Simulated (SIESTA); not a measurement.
**InP under changes of volume**

One of the cells (25.167 Å³/atom); the others are scaled copies at fixed shape and fractional positions:

```
In P
1.0
     0.00000    2.93050    2.93050
     2.93050    0.00000    2.93050
     2.93050    2.93050    0.00000
In P
1 1
Direct
  0.00000 0.00000 0.00000
  0.75000 0.75000 0.75000
```

```yaml
Program: SIESTA 5.4.2
Functional: PBE
Potentials_or_basis: PseudoDojo 0.4 standard (PBE files)
Basis: DZP (energy shift 0.01 Ry)
Grid_cutoff: 500 Ry
Energy_shift: 0.01 Ry
k_mesh: 8 × 8 × 8
Occupations: fermi-dirac, width 0.05 eV
Spin: no spin polarisation
```

```csv
volume (Å³/atom),energy over the lowest point (meV/atom),pressure (GPa),gap on the mesh (eV)
23.657,?,?,?
24.160,38.87,6.3,1.16
24.663,21.86,4.5,1.03
25.167,10.14,3.0,0.91
25.670,3.01,1.6,0.78
26.173,0.00,0.3,0.67
26.677,0.70,-0.7,0.55
```

Question: What does the run at 23.657 Å³/atom give?

Answer: Energy over the lowest point 61.71 meV/atom; pressure 8.3 GPa; gap on the mesh 1.29 eV.

Worked out: A Birch-Murnaghan fit of order 3 (a polynomial in V^(-2/3)) to the other rows has its minimum at 26.33 Å³/atom with B0 = V·E''(V) = 59 GPa and B' = 5.2. It gives 61.72 meV/atom at 23.657 Å³/atom, against the run's 61.71, and -dE/dV = 8.3 GPa, against 8.3. A straight line through the other rows of the gap, of slope -6.14 eV per unit of ln V (its deformation potential), extrapolates to 1.29 eV, against the run's 1.29.

Energies are extrapolated to zero smearing.

Caveats: semicore shells carry a single zeta, which can move pressures by several GPa and volumes by a few percent; spin-orbit coupling is left out, which moves the levels of the heavy elements; the basis of atomic orbitals isn't converged, which shifts pressures, moduli and gaps.

A mesh can miss the band edges.
